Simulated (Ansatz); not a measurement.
# 1T-MnSeTe monolayer in a perpendicular field, part 2 of 3

Aim: how the 1T-MnSeTe monolayer screens a field along its normal, and what the field does to its bands. A positive field points along +c.

Ansatz 0.2.0; plane-wave DFT, LDA+U, Ansatz PAW.

So far. Step 2 (Relaxation): The lattice constant a goes from 3.637 to 3.546 Å.

## (3) Single point, field 0

A sawtooth potential applies the field, turning back in the middle of the vacuum. With the dipole correction the typed value is the field outside the slab. The induced dipole is small, so the SCF threshold is tight.

The cell differs from the one that the last finished run ended in (c 29.641 → 21.029 Å).

File input.yaml:

```yaml
crystal:
  lattice:
    - [3.5461765836, 0.0, 0.0]
    - [-1.7730882918, 3.0710790077, 0.0]
    - [0.0, 0.0, 21.0287204268]
  atoms:
    - { symbol: Te, position: [0.6666666667, 0.3333333333, 0.4279860979], spin: -0.15 }
    - { symbol: Mn, position: [0.0, 0.0, 0.5085810175], spin: 3.26 }
    - { symbol: Se, position: [0.3333333333, 0.6666666667, 0.5720139021], spin: -0.1 }
magnetization:
  spin_polarized: true
kpoints:
  mp_grid: { grid: [18, 18, 1] }
  band_path:
    path: [[0, 0, 0], [0.5, 0, 0], [0.33333333, 0.33333333, 0], [0, 0, 0]]
    npoints: 16
hamiltonian:
  xc: lda
  hubbard: { sites: [{ species: Mn, l: d, u_eff: 2.0 }] }
scf:
  occupations: { method: fermi_dirac, width: 0.05 }
  convergence: { dr2_threshold: 1.0e-10 }
efield:
  axis: 3
  dipole_correction: true
  ramp_position: 0.97
  ramp_width: 0.06
  amplitude: 0
output:
  dos: { projected: true, e_range: [-6, 5] }
  bader: true
  write_potential: true
  write_density: true
  volumetric_format: npy
  elf: true
```

Started as:

```
$ ansatz run input.yaml --threads 4 --pin off --max-ram 6144MiB --backend cpu --events-out ev --progress --plain --runs-dir out
```

Numbers of over 12 decimals in the logs are rounded to 6 here.

Output:

```text
[...]
Crystal: 3 atoms, lattice volume = 229.015 Å³
Basis set: ecut = 420 eV, 4445 PW (Γ)
Bands: 31, of which v1, the nominal top of the filled ones, is band 24 counted from 1 (23 counted from 0)
Symmetry: 6 space group operations
k-points: 37 of 324 (time reversal used)
[...]
Starting moments: Σ|m| = 3.51 μB on 3 of 3 sites
[...]
SCF iter   1: F=—  HF=-16051.162614 eV  |F-HF|=—  |Δ(HF+E_count)|=         —  Δρ=1.72e-2 (↑1.72e-2 ↓1.51e-2)  dr2=5.88e0  dr2_m=1.20e-1  M=2.877 μB ∫|m|=3.492 μB  β_m=0.30  ethr=3.10e-3  p=-0.000 e·Å  D=-2.28e-7 V/Å  ΔV_dip=0.00 eV  dr2_dipole=4.09e-1  V_vac-E_F(+/−)=6.62/6.62 eV  ⟨swp⟩=11.4  Hψ=12854  notcnv=0
efield: sawtooth ramp at fractional position 0.9700 (set: `efield.ramp_position`, or a place that a band, a saddle search or an elastic batch's reference lends), width 0.0600; the density the first Hamiltonian is built on has a dipole p = -0.000 e·Å; the dipole correction subtracts the counter field D = -2.28e-7 V/Å, which shifts the + side's vacuum level by +0.00 eV against the − side's; the planar-averaged density in the ramp window peaks in size at 9.1e-6 e/Å³
[...]
SCF iter   2: F=—  HF=-16051.014451 eV  |F-HF|=—  |Δ(HF+E_count)|=   1.48e-1  Δρ=1.46e-2 (↑1.00e-2 ↓1.46e-2)  dr2=1.25e0  dr2_m=1.27e-1  M=3.120 μB ∫|m|=3.757 μB  β_m=1.00  ethr=3.10e-3  p=-0.000 e·Å  D=-2.62e-7 V/Å  ΔV_dip=0.00 eV  dr2_dipole=1.10e-1  V_vac-E_F(+/−)=6.13/6.13 eV  ⟨swp⟩=3.1  Hψ=3898  notcnv=0  defer=77  κ⁻¹=1.0e0(r=1)
[...]
SCF iter   8: F=—  HF=-16050.947379 eV  |F-HF|=—  |Δ(HF+E_count)|=   7.07e-3  Δρ=3.62e-4 (↑3.62e-4 ↓2.85e-4)  dr2=1.39e-3  dr2_m=9.00e-6  M=3.149 μB ∫|m|=3.917 μB  β_m=1.20  ethr=1.18e-6  p=-0.041 e·Å  D=-3.23e-2 V/Å  ΔV_dip=0.68 eV  dr2_dipole=1.56e-4  V_vac-E_F(+/−)=5.45/4.77 eV  ⟨swp⟩=2.0  Hψ=2750  notcnv=0  defer=88  κ⁻¹=1.0e0(r=1)
density mixer auto → broyden: no gap read (density of states about μ 0.73 of a free-electron gas's, 32 screened modes)
SCF iter   9: F=—  HF=-16050.949669 eV  |F-HF|=—  |Δ(HF+E_count)|=   2.29e-3  Δρ=1.75e-4 (↑1.51e-4 ↓1.75e-4)  dr2=1.03e-3  dr2_m=5.22e-6  M=3.151 μB ∫|m|=3.920 μB  β_m=1.20  ethr=1.18e-6  p=-0.037 e·Å  D=-2.96e-2 V/Å  ΔV_dip=0.62 eV  dr2_dipole=2.46e-4  V_vac-E_F(+/−)=5.41/4.79 eV  ⟨swp⟩=2.0  Hψ=2975  notcnv=0  defer=88  κ⁻¹=5.9e-2(r=2)
[...]
SCF iter  22: F=-16050.955343 eV  HF=-16050.955343 eV  |F-HF|=1.09e-11  |Δ(HF+E_count)|=   4.01e-8  Δρ=1.87e-8 (↑1.26e-8 ↓1.87e-8)  dr2=1.16e-12  dr2_m=1.12e-13  M=3.153 μB ∫|m|=3.920 μB  ethr=1.00e-12  p=-0.040 e·Å  D=-3.14e-2 V/Å  ΔV_dip=0.66 eV  dr2_dipole=1.45e-13  V_vac-E_F(+/−)=5.43/4.77 eV  ⟨swp⟩=2.5  Hψ=5754  notcnv=0
SCF 1 converged in 22 iterations: F = -16050.955343 eV  dr2 = 1.16e-12
[...]
this state was not tested for a lower state beside it, because the mixer in use, unlike msr1, does not test its closes by its own steps (another_mixer; see scf.mixing.algorithm and scf.lower_state_search)
NSCF: frozen V_eff on 49 k-points
efield: sawtooth ramp at fractional position 0.9700 (kept from the solve that this one continues, or follows in the run), width 0.0600; the density the first Hamiltonian is built on has a dipole p = -0.040 e·Å; the dipole correction subtracts the counter field D = -3.14e-2 V/Å, which shifts the + side's vacuum level by +0.66 eV against the − side's; the planar-averaged density in the ramp window peaks in size at 9.0e-6 e/Å³
SCF converged after 22 iterations
Magnetization: 3.1528 μB (25.0764 up, 21.9236 down)
Absolute magnetization: 3.9151 μB (∫|ρ↑−ρ↓|, with the PAW one-centre terms)
[...]
Per-site moments (μB) at R_I (Å): [(-0.143984, 1.096363), (3.272876, 1.007979), (-0.098116, 1.007979)]
Free energy (F): -16050.955343 eV
[...]
Internal energy: -16050.946854 eV  (E = F + TS)
E sigma→0 (E₀):  -16050.951099 eV
Entropy (-TS):   -0.008490 eV (-2.830 meV/atom)
Fermi energy:    -0.475280 eV
Dipole field:    D = -0.031448 V/Å  (p = -0.039802 e·Å, saw-weighted, corrected)
Work function:   Φ+ = 5.4337 eV   Φ− = 4.7724 eV
Levels:          The Fermi level and band energies are counted from a zero that moves with the ramp; work functions are not
[...]
--- Band table (eV; the first three rows and the last of 74) ---
  k-point 0 ↑: bands = [... 20 lower, -4.1077, -3.5211, -1.8077, 0.2050, 0.2050, 1.7555, 1.7555, 3.4226, ... 3 higher]
  k-point 1 ↑: bands = [... 20 lower, -4.1223, -3.5074, -1.7679, -0.0235, 0.1504, 1.4447, 1.6976, 3.5030, ... 3 higher]
  k-point 2 ↑: bands = [... 20 lower, -4.1625, -3.4868, -1.6713, -0.5680, -0.0120, 0.7493, 1.5547, 3.6959, ... 3 higher]
  k-point 36 ↓: bands = [... 20 lower, -2.6997, -2.6617, 0.8304, 0.9483, 1.0174, 1.4657, 1.9969, 4.5538, ... 3 higher]
Occupation matrices written to <dir>
--- Bader charges: 3 sites ---
  site symbol  charge [e]  shift [e]    m [muB]
     0     Te     -0.2732     0.0010    -0.2232
     1     Mn      0.7951     0.0020     3.4639
     2     Se     -0.5219     0.0010    -0.0879
  estimated error of the sums over rays = 7.0e-4 e
```

The job ended after 49 s (4 threads of Arm Neoverse V1, shared host; peak memory 0.98 GiB; 3.1 min of CPU time).

In the SCF lines HF is the Harris–Foulkes energy and dr2 the Hartree energy of the density residual, in eV; the loop may stop once dr2 is under the threshold and the program's other checks hold. Hψ counts applications of the Hamiltonian.

Numbers from this step:

| Item | Value |
| --- | --- |
| energy at zero smearing | -16050.9511 eV |
| total moment | 3.153 μB |
| site moments | -0.1440, 3.273, -0.09812 μB |
| work function, upper face | 5.434 eV |
| work function, lower face | 4.772 eV |
| dipole along the normal | -0.03980 e·Å |
| step between the vacuum levels | 0.6613 eV |

Running mean over a fixed 2.8 Å (it still follows the layers) of the planar mean; the ramp of the sawtooth is left out. Table of electron's electrostatic potential energy less the Fermi level by z:

| z (Å) | electron's electrostatic potential energy less the Fermi level (eV) |
| --- | --- |
| 3.0 | 4.77 |
| 3.5 | 4.77 |
| 4.0 | 4.77 |
| 4.5 | 4.77 |
| 5.0 | 4.77 |
| 5.5 | 4.75 |
| 6.0 | 4.68 |
| 6.5 | 4.39 |
| 7.0 | 3.34 |
| 7.5 | 2.12 |
| 8.0 | 1.10 |
| 8.5 | -0.524 |
| 9.0 | -2.29 |
| 9.5 | -4.21 |
| 10.0 | -5.13 |
| 10.5 | -5.95 |
| 11.0 | -6.11 |
| 11.5 | -5.45 |
| 12.0 | -3.49 |
| 12.5 | -0.999 |
| 13.0 | 1.16 |
| 13.5 | 2.92 |
| 14.0 | 4.42 |
| 14.5 | 5.20 |
| 15.0 | 5.38 |
| 15.5 | 5.42 |
| 16.0 | 5.43 |
| 16.5 | 5.43 |
| 17.0 | 5.43 |
| 17.5 | 5.43 |
| 18.0 | 5.43 |

The density of states has structure finer than the step of the table below, so its rows give means over 0.2 eV, whole bins alone (the curve runs from -6 to 1.99 eV). Peaks (eV: height): total -4.46: 10.9, -4.18: 8.76, -3.79: 6.71, -3.16: 10.6, -3.11: 10.4, 1.47: 7.55, 1.69: 11.3; up -4.92: 5.47, -4.48: 7.38, -4.18: 7.87, -3.79: 6.17, -3.16: 8.55, -3.11: 8.86, -3.02: 5.11; down -4.46: 5.06, -3.22: 2.61, -2.28: 3.54, -2.20: 3.90, 0.95: 3.73, 1.47: 6.97, 1.69: 11.0.

Density of states against energy, zero at the Fermi level; means over each step; values in states/eV a cell:

| energy (eV) | total | up | down |
| --- | --- | --- | --- |
| -5.8 | 0.607 | 0.589 | 0.0178 |
| -5.6 | 1.41 | 1.00 | 0.404 |
| -5.4 | 1.61 | 1.16 | 0.455 |
| -5.2 | 2.54 | 2.04 | 0.499 |
| -5.0 | 2.85 | 2.18 | 0.671 |
| -4.8 | 2.95 | 2.06 | 0.892 |
| -4.6 | 3.35 | 1.77 | 1.59 |
| -4.4 | 5.06 | 2.63 | 2.43 |
| -4.2 | 4.77 | 3.53 | 1.24 |
| -4.0 | 1.73 | 1.16 | 0.565 |
| -3.8 | 3.86 | 3.31 | 0.551 |
| -3.6 | 2.42 | 1.95 | 0.471 |
| -3.4 | 1.61 | 1.16 | 0.449 |
| -3.2 | 5.62 | 3.87 | 1.75 |
| -3.0 | 4.22 | 2.86 | 1.35 |
| -2.8 | 2.00 | 0.481 | 1.52 |
| -2.6 | 1.86 | 0.342 | 1.52 |
| -2.4 | 3.53 | 1.02 | 2.50 |
| -2.2 | 4.01 | 1.60 | 2.41 |
| -2.0 | 2.63 | 1.30 | 1.33 |
| -1.8 | 2.30 | 1.12 | 1.18 |
| -1.6 | 2.32 | 1.10 | 1.22 |
| -1.4 | 2.76 | 1.21 | 1.55 |
| -1.2 | 2.78 | 1.36 | 1.42 |
| -1.0 | 1.22 | 0.633 | 0.583 |
| -0.8 | 1.02 | 0.654 | 0.367 |
| -0.6 | 0.950 | 0.651 | 0.299 |
| -0.4 | 0.660 | 0.416 | 0.244 |
| -0.2 | 1.23 | 1.03 | 0.204 |
| 0.0 | 0.921 | 0.756 | 0.165 |
| 0.2 | 1.38 | 1.24 | 0.135 |
| 0.4 | 1.40 | 1.18 | 0.222 |
| 0.6 | 2.02 | 1.13 | 0.894 |
| 0.8 | 3.38 | 2.00 | 1.38 |
| 1.0 | 2.94 | 0.910 | 2.03 |
| 1.2 | 1.54 | 0.807 | 0.731 |
| 1.4 | 4.31 | 0.773 | 3.54 |
| 1.6 | 5.92 | 0.423 | 5.49 |
| 1.8 | 1.38 | 0.306 | 1.08 |

Projected DOS per atom over height of the atomic layer and energy from the Fermi level. Layers: Te Mn Se from below.

Ten even steps from '0' (0.18 states/eV) to '9' (3.25 states/eV), each cell a mean:
```
050
190
130
141
001
000
000
000
201
302
212
324
112
242
252
060
141
264
232
221
110
000
```
Columns: height of the atomic layer (Å) from 9 to 12.0 (not evenly spaced); rows upwards: energy from the Fermi level (eV) from -5.96 to 1.96.

Projected DOS per atom, spin up over height of the atomic layer and energy from the Fermi level. Layers: Te Mn Se from below.

Values in states/eV, 22 rows by 3 columns, each cell a mean:
```
0.20 0.04 0.06
0.37 0.10 0.17
0.42 0.17 0.26
0.65 0.39 0.54
0.43 0.28 0.53
0.27 0.20 0.37
0.20 0.15 0.32
0.25 0.08 0.31
0.38 0.10 0.45
0.46 0.18 0.51
0.41 0.27 0.44
0.55 0.38 0.59
0.17 0.22 0.15
0.41 1.15 0.21
0.50 1.58 0.33
0.24 2.18 0.20
0.22 1.45 0.38
0.25 2.05 0.54
0.39 1.08 0.35
0.53 0.93 0.55
0.28 0.57 0.35
0.18 0.25 0.16
```
Columns: height of the atomic layer (Å) from 9 to 12.0 (not evenly spaced); rows upwards: energy from the Fermi level (eV) from -5.96 to 1.96.

Projected DOS per atom, spin down over height of the atomic layer and energy from the Fermi level. Layers: Te Mn Se from below.

Ten even steps from '_' (0.01 states/eV) to '@' (3.15 states/eV), each cell a mean:
```
__++__
..@@__
__--__
__--__
______
______
______
______
..____
::__..
..__..
::::::
....::
..__::
..__..
______
______
::__::
..__..
______
______
______
```
Columns: height of the atomic layer (Å) from 9 to 12.0 (not evenly spaced); rows upwards: energy from the Fermi level (eV) from -5.96 to 1.96.

Deep bands are left out, so band numbers here count from the lowest band kept and differ from the log's. Electronic bands along the path, in eV, zero at the Fermi level; # counts the bands kept:

| point | up #8 | up #9 | up #10 | up #11 | down #5 | down #6 | down #7 | down #8 |
| --- | --- | --- | --- | --- | --- | --- | --- | --- |
| Γ | 0.68 | 0.68 | 2.23 | 2.23 | 0.65 | 0.65 | 0.96 | 0.96 |
| halfway | -1.17 | -0.30 | 0.05 | 1.64 | -1.26 | -0.66 | 0.70 | 1.55 |
| M | -2.14 | -1.42 | 0.74 | 1.37 | -2.24 | -1.23 | 0.44 | 1.46 |
| halfway | -2.27 | -1.82 | 0.14 | 0.78 | -2.26 | -2.12 | 0.97 | 1.47 |
| K | -2.34 | -2.25 | -0.21 | 0.64 | -2.22 | -2.19 | 1.31 | 1.42 |
| halfway | -1.75 | -0.72 | 0.30 | 0.78 | -1.57 | -1.22 | 1.00 | 1.42 |
| Γ | 0.68 | 0.68 | 2.23 | 2.23 | 0.65 | 0.65 | 0.96 | 0.96 |

Spin density in the ca plane at fractional y = 0.000, with atoms of Mn within 0.2 Å of it.

Ten even steps from '0' (0.0 e/Å³) to '9' (4.9 e/Å³), each cell a mean:
```
00000000000000000000000266100000000000000000
00000000000000000000000011000000000000000000
00000000000000000000000000000000000000000000
00000000000000000000000000000000000000000000
00000000000000000000000000000000000000000000
00000000000000000000000000000000000000000000
00000000000000000000000000000000000000000000
00000000000000000000000133000000000000000000
00000000000000000000000399300000000000000000
```
Columns run along c (16.0 Å, from fractional 0.09 to 0.85 of the cell), rows up along a (3.5 Å). Atoms in or near the plane, at fractional coordinates: Mn at (0.51, 0.00).

Electrostatic potential energy in the ca plane at fractional y = 0.000, with atoms of Mn within 0.2 Å of it. With pseudopotentials it is smooth inside the atoms' cores, unlike the true potential.

Values in eV, 5 rows by 16 columns, each cell a mean:
```
  5   5   4   4   4   4   3   1 -20 -24   0   4   5   5   5   5
  5   5   4   4   4   4   0  -5  -3  -4  -1   3   5   5   5   5
  5   5   4   4   4   4  -2 -11   0   0  -5   2   5   5   5   5
  5   5   4   4   4   4   1  -3  -7  -9   0   4   5   5   5   5
  5   5   4   4   4   4   3   1 -23 -27   0   4   5   5   5   5
```
Columns run along c (16.0 Å, from fractional 0.09 to 0.85 of the cell; values clipped at the 3rd and 97th percentile), rows up along a (3.5 Å). Atoms in or near the plane, at fractional coordinates: Mn at (0.51, 0.00).

ELF in the ca plane at fractional y = 0.000, with atoms of Mn within 0.2 Å of it. It is the smooth field of the valence electrons, not physical close to the nuclei.

Ten even steps from '0' (0.00) to '9' (0.84), each cell a mean:
```
00000000000000000011222599511100000000000000
00000000000000001234542244224321000000000000
00000000000000124666665212367764210000000000
00000000000000246876666423678887521000000000
00000000000000247876566423678887531000000000
00000000000000135776666322577776410000000000
00000000000000012455664222245543100000000000
00000000000000000122332477412210000000000000
00000000000000000001112699621100000000000000
```
Columns run along c (16.0 Å, from fractional 0.09 to 0.85 of the cell), rows up along a (3.5 Å). Atoms in or near the plane, at fractional coordinates: Mn at (0.51, 0.00).

The work function of the upper face is 5.43 eV.

## (4) Atoms held, field 0.05 V/Å

input.yaml: that of step 3 with these lines changed.

```diff
@@ -27,6 +27,4 @@
   ramp_width: 0.06
-  amplitude: 0
+  amplitude: 0.05
 output:
-  dos: { projected: true, e_range: [-6, 5] }
-  bader: true
   write_potential: true
@@ -34,2 +32 @@
   volumetric_format: npy
-  elf: true
```

Output:

```text
[...]
Crystal: 3 atoms, lattice volume = 229.015 Å³
Basis set: ecut = 420 eV, 4445 PW (Γ)
Bands: 31, of which v1, the nominal top of the filled ones, is band 24 counted from 1 (23 counted from 0)
Symmetry: 6 space group operations
k-points: 37 of 324 (time reversal used)
[...]
Starting moments: Σ|m| = 3.51 μB on 3 of 3 sites
[...]
k-point 1 ↑: bands = [... 20 lower, -4.1268, -3.5155, -1.7691, -0.0266, 0.1471, 1.4386, 1.6916, 3.4280, ... 3 higher]
  k-point 2 ↑: bands = [... 20 lower, -4.1670, -3.4942, -1.6738, -0.5708, -0.0154, 0.7436, 1.5488, 3.6132, ... 3 higher]
  k-point 36 ↓: bands = [... 20 lower, -2.7082, -2.6625, 0.8255, 0.9420, 1.0119, 1.4615, 1.9932, 4.5411, ... 3 higher]
Occupation matrices written to <dir>
[key lines of the parts left out:]
SCF converged after 22 iterations
Magnetization: 3.1527 μB (25.0764 up, 21.9236 down)
Free energy (F): -16050.953773 eV
Fermi energy:    -0.479585 eV
Dipole field:    D = -0.018198 V/Å  (p = -0.023032 e·Å, saw-weighted, corrected)
```

Elapsed: 40 s, on 4 threads; peak memory 0.98 GiB.

The dipole is -0.0230 e·Å, 0.0168 e·Å from its value without field.

## (5) Atoms held, field -0.05 V/Å

input.yaml: that of step 4 with these lines changed.

```diff
@@ -27,3 +27,3 @@
   ramp_width: 0.06
-  amplitude: 0.05
+  amplitude: -0.05
 output:
```

Output:

```text
[...]
Crystal: 3 atoms, lattice volume = 229.015 Å³
Basis set: ecut = 420 eV, 4445 PW (Γ)
Bands: 31, of which v1, the nominal top of the filled ones, is band 24 counted from 1 (23 counted from 0)
Symmetry: 6 space group operations
k-points: 37 of 324 (time reversal used)
[...]
Starting moments: Σ|m| = 3.51 μB on 3 of 3 sites
[...]
k-point 1 ↑: bands = [... 20 lower, -4.1180, -3.4995, -1.7670, -0.0207, 0.1534, 1.4504, 1.7034, 3.5665, ... 3 higher]
  k-point 2 ↑: bands = [... 20 lower, -4.1582, -3.4797, -1.6691, -0.5654, -0.0089, 0.7548, 1.5603, 3.7677, ... 3 higher]
  k-point 36 ↓: bands = [... 20 lower, -2.6915, -2.6612, 0.8350, 0.9543, 1.0226, 1.4695, 2.0003, 4.5660, ... 3 higher]
Occupation matrices written to <dir>
[key lines of the parts left out:]
SCF converged after 22 iterations
Magnetization: 3.1529 μB (25.0765 up, 21.9235 down)
Free energy (F): -16050.957753 eV
Fermi energy:    -0.471251 eV
Dipole field:    D = -0.044694 V/Å  (p = -0.056565 e·Å, saw-weighted, corrected)
```

Run time: 40 s. Hardware: 4 threads; peak memory 0.98 GiB.

The dipole is -0.0566 e·Å, -0.0168 e·Å from its value without field.

## (6) Atoms held, field 0.1 V/Å

input.yaml: that of step 5 with these lines changed.

```diff
@@ -27,3 +27,3 @@
   ramp_width: 0.06
-  amplitude: -0.05
+  amplitude: 0.1
 output:
```

Output:

```text
[...]
Crystal: 3 atoms, lattice volume = 229.015 Å³
Basis set: ecut = 420 eV, 4445 PW (Γ)
Bands: 31, of which v1, the nominal top of the filled ones, is band 24 counted from 1 (23 counted from 0)
Symmetry: 6 space group operations
k-points: 37 of 324 (time reversal used)
[...]
Starting moments: Σ|m| = 3.51 μB on 3 of 3 sites
[...]
k-point 1 ↑: bands = [... 20 lower, -4.1316, -3.5240, -1.7706, -0.0300, 0.1435, 1.4323, 1.6852, 3.3419, ... 3 higher]
  k-point 2 ↑: bands = [... 20 lower, -4.1719, -3.5018, -1.6766, -0.5739, -0.0192, 0.7376, 1.5426, 3.5202, ... 3 higher]
  k-point 36 ↓: bands = [... 20 lower, -2.7170, -2.6635, 0.8203, 0.9354, 1.0061, 1.4571, 1.9892, 4.5280, ... 3 higher]
Occupation matrices written to <dir>
[key lines of the parts left out:]
SCF converged after 21 iterations
Magnetization: 3.1526 μB (25.0763 up, 21.9237 down)
Free energy (F): -16050.953040 eV
Fermi energy:    -0.484168 eV
Dipole field:    D = -0.004942 V/Å  (p = -0.006255 e·Å, saw-weighted, corrected)
```

Elapsed: 38 s, on 4 threads; peak memory 0.98 GiB.

The dipole is -0.00625 e·Å, 0.0335 e·Å from its value without field.

## (7) Single point, field 0.2 V/Å

input.yaml: that of step 6 with these lines changed.

```diff
@@ -27,3 +27,3 @@
   ramp_width: 0.06
-  amplitude: 0.1
+  amplitude: 0.2
 output:
```

Output:

```text
[...]
Crystal: 3 atoms, lattice volume = 229.015 Å³
Basis set: ecut = 420 eV, 4445 PW (Γ)
Bands: 31, of which v1, the nominal top of the filled ones, is band 24 counted from 1 (23 counted from 0)
Symmetry: 6 space group operations
k-points: 37 of 324 (time reversal used)
[...]
Starting moments: Σ|m| = 3.51 μB on 3 of 3 sites
[...]
k-point 1 ↑: bands = [... 20 lower, -4.1421, -3.5418, -1.7744, -0.0377, 0.1355, 1.4189, 1.6717, 3.1351, ... 3 higher]
  k-point 2 ↑: bands = [... 20 lower, -4.1824, -3.5181, -1.6830, -0.5810, -0.0275, 0.7247, 1.5294, 3.3016, ... 3 higher]
  k-point 36 ↓: bands = [... 20 lower, -2.7353, -2.6665, 0.8091, 0.9214, 0.9937, 1.4475, 1.9804, 4.5003, ... 3 higher]
Occupation matrices written to <dir>
[key lines of the parts left out:]
SCF converged after 21 iterations
Magnetization: 3.1524 μB (25.0762 up, 21.9238 down)
Free energy (F): -16050.954094 eV
Fermi energy:    -0.494179 eV
Dipole field:    D = 0.021592 V/Å  (p = 0.027328 e·Å, saw-weighted, corrected)
```

Elapsed: 39 s, on 4 threads; peak memory 0.98 GiB; 2.5 min of CPU time.

The dipole is 0.0273 e·Å, 0.0671 e·Å from its value without field.

## (8) Atoms held, field 0.3 V/Å

input.yaml: that of step 7 with these lines changed.

```diff
@@ -27,4 +27,6 @@
   ramp_width: 0.06
-  amplitude: 0.2
+  amplitude: 0.3
 output:
+  dos: { projected: true, e_range: [-6, 5] }
+  bader: true
   write_potential: true
@@ -32 +34,2 @@
   volumetric_format: npy
+  elf: true
```

Output:

```text
[...]
Crystal: 3 atoms, lattice volume = 229.015 Å³
Basis set: ecut = 420 eV, 4445 PW (Γ)
Bands: 31, of which v1, the nominal top of the filled ones, is band 24 counted from 1 (23 counted from 0)
Symmetry: 6 space group operations
k-points: 37 of 324 (time reversal used)
[...]
Starting moments: Σ|m| = 3.51 μB on 3 of 3 sites
[...]
k-point 36 ↓: bands = [... 20 lower, -2.7547, -2.6706, 0.7968, 0.9062, 0.9802, 1.4367, 1.9705, 4.4707, ... 3 higher]
Occupation matrices written to <dir>
--- Bader charges: 3 sites ---
  site symbol  charge [e]  shift [e]    m [muB]
     0     Te     -0.2916     0.0010    -0.2172
     1     Mn      0.7955     0.0020     3.4627
     2     Se     -0.5040     0.0010    -0.0933
  estimated error of the sums over rays = 6.9e-4 e
[key lines of the parts left out:]
SCF converged after 21 iterations
Magnetization: 3.1522 μB (25.0761 up, 21.9239 down)
Free energy (F): -16050.958507 eV
Fermi energy:    -0.505340 eV
Dipole field:    D = 0.048166 V/Å  (p = 0.060960 e·Å, saw-weighted, corrected)
```

Wall time 47 s (4 threads); peak memory 0.98 GiB.

The dipole is 0.0610 e·Å, 0.101 e·Å from its value without field.

(Part 2 of 3 ends here.)

[Logs are printed without paths, hosts, clocks, repeated set-up lines and the standing remarks that a program may print on its own settings, such as how far it seeks lower states.]

[Hosts, paths, dates, database ids (printed as entryN), source tags and the programs' standing remarks are cut or masked in the printed files.]

[Maps of the electrostatic potential energy from Ansatz leave out the sawtooth potential of an applied field or a dipole correction, so their vacuum need not be flat; planar profiles and work functions include it.]

[The density of states shown here was stored with 400 of the rows of the run's finer table, so its peaks can read low, often by over a quarter, or be missed, and its means over a window can be off by a tenth or more.]
